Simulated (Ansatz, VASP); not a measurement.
## AlCu: VASP beside Ansatz

```
CELL_PARAMETERS angstrom
2.99751 0.00000 0.00000
0.00000 2.99751 0.00000
0.00000 0.00000 2.99751
ATOMIC_POSITIONS crystal
Al 0.00000 0.00000 0.12510
Cu 0.50000 0.50000 0.50000
```

Change from the starting cell: one atom moved.

Alike in both runs: task single point; functional PBEsol; k mesh 12 × 12 × 12; occupations gaussian, width 0.1 eV; no spin polarisation.

|  | VASP | Ansatz |
| --- | --- | --- |
| version | VASP 6.6.1 | Ansatz 0.2.0 |
| potentials or method | VASP PAW PBE potentials, release 64 (Al, Cu) | scalar-relativistic, plane waves, PAW |
| plane-wave cutoff (eV) | 520 | 420 |
| valence electrons in the cell | 14 | 22 |

```tsv
	VASP	Ansatz	Ansatz less VASP
gap on the k mesh at the Fermi level (eV)	none	none	-
pressure (GPa)	1.6	1.2	-0.41
largest component of the traceless stress (GPa)	3.23	3.18	-0.042
rms of the force components (eV/Å)	0.809	0.804	-0.0048
```

Atom by atom the forces differ by 0.005 eV/Å (rms over components). A gap of «none» marks a metal or a gap that the smearing closes. With one functional, cell and mesh, what is left measures potentials, basis and numerics. The two sets of potentials don't hold the same shells in valence.

Caveats: the PAW data sets were made with another functional, which shifts forces and pressure a little (VASP).
